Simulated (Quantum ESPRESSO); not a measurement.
A run of Quantum ESPRESSO 7.5 is set up as follows.

File pw.in:

```
&CONTROL
  calculation = 'scf'
  prefix = 'pwscf'
  outdir = './tmp'
  pseudo_dir = './pseudo'
  tprnfor = .true.
  tstress = .true.
  disk_io = 'low'
/
&SYSTEM
  ibrav = 0
  nat = 2
  ntyp = 2
  ecutwfc = 96
  nbnd = 20
  occupations = 'smearing'
  smearing = 'fd'
  degauss = 0.00367493
  nspin = 2
  starting_magnetization(1) = 0.2667
  starting_magnetization(2) = 0
/
&ELECTRONS
  conv_thr = 4d-10
  electron_maxstep = 120
  mixing_beta = 0.3
/
ATOMIC_SPECIES
Mn    54.9380 Mn.upf
O     15.9990 O.upf
CELL_PARAMETERS angstrom
   0.0000000000    2.2220003300    2.2220003300
   2.2220003300    0.0000000000    2.2220003300
   2.2220003300    2.2220003300    0.0000000000
ATOMIC_POSITIONS crystal
Mn     0.0000000000    0.0000000000    0.0000000000
O      0.5000000000    0.5000000000    0.5000000000
K_POINTS automatic
8 8 8 0 0 0
```

The input nscf.in:

```
&CONTROL
  calculation = 'nscf'
  prefix = 'pwscf'
  outdir = './tmp'
  pseudo_dir = './pseudo'
  disk_io = 'low'
/
&SYSTEM
  ibrav = 0
  nat = 2
  ntyp = 2
  ecutwfc = 96
  nbnd = 26
  occupations = 'smearing'
  smearing = 'fd'
  degauss = 0.00367493
  nspin = 2
  starting_magnetization(1) = 0.2667
  starting_magnetization(2) = 0
  nosym = .true.
  noinv = .true.
/
&ELECTRONS
  conv_thr = 1d-09
  electron_maxstep = 120
  mixing_beta = 0.3
  diago_full_acc = .true.
  startingwfc = 'random'
/
ATOMIC_SPECIES
Mn    54.9380 Mn.upf
O     15.9990 O.upf
CELL_PARAMETERS angstrom
   0.0000000000    2.2220003300    2.2220003300
   2.2220003300    0.0000000000    2.2220003300
   2.2220003300    2.2220003300    0.0000000000
ATOMIC_POSITIONS crystal
Mn     0.0000000000    0.0000000000    0.0000000000
O      0.5000000000    0.5000000000    0.5000000000
K_POINTS crystal
125
  0.00000000   0.00000000   0.00000000 8.00000000e-03
  0.00000000   0.00000000   0.20000000 8.00000000e-03
  0.00000000   0.00000000   0.40000000 8.00000000e-03
  0.00000000   0.00000000   0.60000000 8.00000000e-03
  0.00000000   0.00000000   0.80000000 8.00000000e-03
  0.00000000   0.20000000   0.00000000 8.00000000e-03
[... 117 lines left out ...]
  0.80000000   0.80000000   0.60000000 8.00000000e-03
  0.80000000   0.80000000   0.80000000 8.00000000e-03
```

Contents of pw2wan_up.in:

```
&INPUTPP
  prefix = 'pwscf'
  outdir = './tmp'
  seedname = 'w_up'
  write_mmn = .true.
  write_amn = .true.
  spin_component = 'up'
/
```

File pw2wan_dn.in:

```
&INPUTPP
  prefix = 'pwscf'
  outdir = './tmp'
  seedname = 'w_dn'
  write_mmn = .true.
  write_amn = .true.
  spin_component = 'down'
/
```

Contents of bands.in:

```
&CONTROL
  calculation = 'bands'
  prefix = 'pwscf'
  outdir = './tmp'
  pseudo_dir = './pseudo'
  disk_io = 'low'
/
&SYSTEM
  ibrav = 0
  nat = 2
  ntyp = 2
  ecutwfc = 96
  nbnd = 26
  occupations = 'smearing'
  smearing = 'fd'
  degauss = 0.00367493
  nspin = 2
  starting_magnetization(1) = 0.2667
  starting_magnetization(2) = 0
/
&ELECTRONS
  conv_thr = 1d-08
  electron_maxstep = 120
  mixing_beta = 0.3
  diago_full_acc = .true.
  startingwfc = 'random'
/
ATOMIC_SPECIES
Mn    54.9380 Mn.upf
O     15.9990 O.upf
CELL_PARAMETERS angstrom
   0.0000000000    2.2220003300    2.2220003300
   2.2220003300    0.0000000000    2.2220003300
   2.2220003300    2.2220003300    0.0000000000
ATOMIC_POSITIONS crystal
Mn     0.0000000000    0.0000000000    0.0000000000
O      0.5000000000    0.5000000000    0.5000000000
K_POINTS crystal
61
  0.00000000   0.00000000   0.00000000 1
  0.05555600   0.00000000   0.05555600 1
  0.11111100   0.00000000   0.11111100 1
  0.16666700   0.00000000   0.16666700 1
  0.22222200   0.00000000   0.22222200 1
  0.27777800   0.00000000   0.27777800 1
  0.33333300   0.00000000   0.33333300 1
  0.38888900   0.00000000   0.38888900 1
  0.44444400   0.00000000   0.44444400 1
  0.50000000   0.00000000   0.50000000 1
  0.50000000   0.05000000   0.55000000 1
  0.50000000   0.10000000   0.60000000 1
  0.50000000   0.15000000   0.65000000 1
  0.50000000   0.20000000   0.70000000 1
  0.50000000   0.25000000   0.75000000 1
  0.45833300   0.29166700   0.75000000 1
  0.41666700   0.33333300   0.75000000 1
  0.37500000   0.37500000   0.75000000 1
  0.33750000   0.33750000   0.67500000 1
  0.30000000   0.30000000   0.60000000 1
  0.26250000   0.26250000   0.52500000 1
  0.22500000   0.22500000   0.45000000 1
  0.18750000   0.18750000   0.37500000 1
  0.15000000   0.15000000   0.30000000 1
  0.11250000   0.11250000   0.22500000 1
  0.07500000   0.07500000   0.15000000 1
  0.03750000   0.03750000   0.07500000 1
  0.00000000   0.00000000   0.00000000 1
  0.06250000   0.06250000   0.06250000 1
  0.12500000   0.12500000   0.12500000 1
  0.18750000   0.18750000   0.18750000 1
  0.25000000   0.25000000   0.25000000 1
  0.31250000   0.31250000   0.31250000 1
  0.37500000   0.37500000   0.37500000 1
  0.43750000   0.43750000   0.43750000 1
  0.50000000   0.50000000   0.50000000 1
  0.52083300   0.45833300   0.52083300 1
  0.54166700   0.41666700   0.54166700 1
  0.56250000   0.37500000   0.56250000 1
  0.58333300   0.33333300   0.58333300 1
  0.60416700   0.29166700   0.60416700 1
  0.62500000   0.25000000   0.62500000 1
  0.58333300   0.25000000   0.66666700 1
  0.54166700   0.25000000   0.70833300 1
  0.50000000   0.25000000   0.75000000 1
  0.50000000   0.29166700   0.70833300 1
  0.50000000   0.33333300   0.66666700 1
  0.50000000   0.37500000   0.62500000 1
  0.50000000   0.41666700   0.58333300 1
  0.50000000   0.45833300   0.54166700 1
  0.50000000   0.50000000   0.50000000 1
  0.47916700   0.47916700   0.54166700 1
  0.45833300   0.45833300   0.58333300 1
  0.43750000   0.43750000   0.62500000 1
  0.41666700   0.41666700   0.66666700 1
  0.39583300   0.39583300   0.70833300 1
  0.37500000   0.37500000   0.75000000 1
  0.62500000   0.25000000   0.62500000 1
  0.58333300   0.16666700   0.58333300 1
  0.54166700   0.08333300   0.54166700 1
  0.50000000   0.00000000   0.50000000 1
```

Contents of w_up.win:

```
num_wann = 13
num_bands = 22
guiding_centres = true
dis_froz_max = 14.92
dis_num_iter = 600
dis_mix_ratio = 0.5
dis_conv_tol = 1.0d-9
num_iter = 1200
search_shells = 100
kmesh_tol = 1.0d-4
conv_tol = 1.0d-8
conv_window = 4
num_print_cycles = 200
fermi_energy = 12.9182
bands_plot = true
write_hr = true
mp_grid = 5 5 5
exclude_bands = 1-4
spin = up
begin projections
Mn: s;p;d
O: s;p
end projections
begin unit_cell_cart
ang
  0.0000000000   2.2220003300   2.2220003300
  2.2220003300   0.0000000000   2.2220003300
  2.2220003300   2.2220003300   0.0000000000
end unit_cell_cart
begin atoms_frac
Mn   0.0000000000   0.0000000000   0.0000000000
O    0.5000000000   0.5000000000   0.5000000000
end atoms_frac
begin kpoint_path
G   0.0000000000   0.0000000000   0.0000000000  X   0.5000000000   0.0000000000   0.5000000000
X   0.5000000000   0.0000000000   0.5000000000  W   0.5000000000   0.2500000000   0.7500000000
W   0.5000000000   0.2500000000   0.7500000000  K   0.3750000000   0.3750000000   0.7500000000
K   0.3750000000   0.3750000000   0.7500000000  G   0.0000000000   0.0000000000   0.0000000000
G   0.0000000000   0.0000000000   0.0000000000  L   0.5000000000   0.5000000000   0.5000000000
L   0.5000000000   0.5000000000   0.5000000000  U   0.6250000000   0.2500000000   0.6250000000
U   0.6250000000   0.2500000000   0.6250000000  W   0.5000000000   0.2500000000   0.7500000000
W   0.5000000000   0.2500000000   0.7500000000  L   0.5000000000   0.5000000000   0.5000000000
L   0.5000000000   0.5000000000   0.5000000000  K   0.3750000000   0.3750000000   0.7500000000
U   0.6250000000   0.2500000000   0.6250000000  X   0.5000000000   0.0000000000   0.5000000000
end kpoint_path
bands_num_points = 9
begin kpoints
  0.00000000   0.00000000   0.00000000
  0.00000000   0.00000000   0.20000000
  0.00000000   0.00000000   0.40000000
  0.00000000   0.00000000   0.60000000
  0.00000000   0.00000000   0.80000000
  0.00000000   0.20000000   0.00000000
[... 117 lines left out ...]
  0.80000000   0.80000000   0.60000000
  0.80000000   0.80000000   0.80000000
end kpoints
```

File w_dn.win:

```
num_wann = 13
num_bands = 22
guiding_centres = true
dis_froz_max = 14.92
dis_num_iter = 600
dis_mix_ratio = 0.5
dis_conv_tol = 1.0d-9
num_iter = 1200
search_shells = 100
kmesh_tol = 1.0d-4
conv_tol = 1.0d-8
conv_window = 4
num_print_cycles = 200
fermi_energy = 12.9182
bands_plot = true
write_hr = true
mp_grid = 5 5 5
exclude_bands = 1-4
spin = down
begin projections
Mn: s;p;d
O: s;p
end projections
begin unit_cell_cart
ang
  0.0000000000   2.2220003300   2.2220003300
  2.2220003300   0.0000000000   2.2220003300
  2.2220003300   2.2220003300   0.0000000000
end unit_cell_cart
begin atoms_frac
Mn   0.0000000000   0.0000000000   0.0000000000
O    0.5000000000   0.5000000000   0.5000000000
end atoms_frac
begin kpoint_path
G   0.0000000000   0.0000000000   0.0000000000  X   0.5000000000   0.0000000000   0.5000000000
X   0.5000000000   0.0000000000   0.5000000000  W   0.5000000000   0.2500000000   0.7500000000
W   0.5000000000   0.2500000000   0.7500000000  K   0.3750000000   0.3750000000   0.7500000000
K   0.3750000000   0.3750000000   0.7500000000  G   0.0000000000   0.0000000000   0.0000000000
G   0.0000000000   0.0000000000   0.0000000000  L   0.5000000000   0.5000000000   0.5000000000
L   0.5000000000   0.5000000000   0.5000000000  U   0.6250000000   0.2500000000   0.6250000000
U   0.6250000000   0.2500000000   0.6250000000  W   0.5000000000   0.2500000000   0.7500000000
W   0.5000000000   0.2500000000   0.7500000000  L   0.5000000000   0.5000000000   0.5000000000
L   0.5000000000   0.5000000000   0.5000000000  K   0.3750000000   0.3750000000   0.7500000000
U   0.6250000000   0.2500000000   0.6250000000  X   0.5000000000   0.0000000000   0.5000000000
end kpoint_path
bands_num_points = 9
begin kpoints
  0.00000000   0.00000000   0.00000000
  0.00000000   0.00000000   0.20000000
  0.00000000   0.00000000   0.40000000
  0.00000000   0.00000000   0.60000000
  0.00000000   0.00000000   0.80000000
  0.00000000   0.20000000   0.00000000
[... 117 lines left out ...]
  0.80000000   0.80000000   0.60000000
  0.80000000   0.80000000   0.80000000
end kpoints
```

Potentials or basis: PseudoDojo 0.4.1 SR LDA standard.

Command:

```sh
$ OMP_NUM_THREADS=1 pw.x -in pw.in > pw.out
$ OMP_NUM_THREADS=1 pw.x -in nscf.in > nscf.out
$ wannier90.x -pp w_up
$ OMP_NUM_THREADS=1 pw2wannier90.x -in pw2wan_up.in > pw2wan_up.out
$ wannier90.x w_up
$ wannier90.x -pp w_dn
$ OMP_NUM_THREADS=1 pw2wannier90.x -in pw2wan_dn.in > pw2wan_dn.out
$ wannier90.x w_dn
$ OMP_NUM_THREADS=1 pw.x -in bands.in > bands.out
```

Q: Estimate the total Wannier spread.

A: 20.32 Å² over 26 functions.

Q: Predict the RMS miss of the Wannier bands.

A: 0.005 eV.

Q: Predict the band gap on the k mesh.

A: None (metal or under the smearing width).

Q: What does it give for the site moments?

A: Mn +3.94; O +0.23 μB.

Q: Predict the net moment.

A: 4.64 μB per cell.

Parts of the spread (Å²): spin up: invariant 6.84, diagonal 0.000, off-diagonal 4.34, total 11.18; spin down: invariant 7.06, diagonal 0.002, off-diagonal 2.09, total 9.15. Against the direct bands the interpolation misses by 5 meV (root mean square) and 65 meV at most, for states up to 1 eV over the reference level.

Caveat: a cell with one magnetic atom can't hold antiferromagnetic order, which such compounds often take; semilocal functionals often make such compounds metallic where correlation or magnetic order opens a gap, which also shifts bond lengths. With open d or f shells a metallic result of LDA can be an artefact of self-interaction; +U or a hybrid may open a gap.
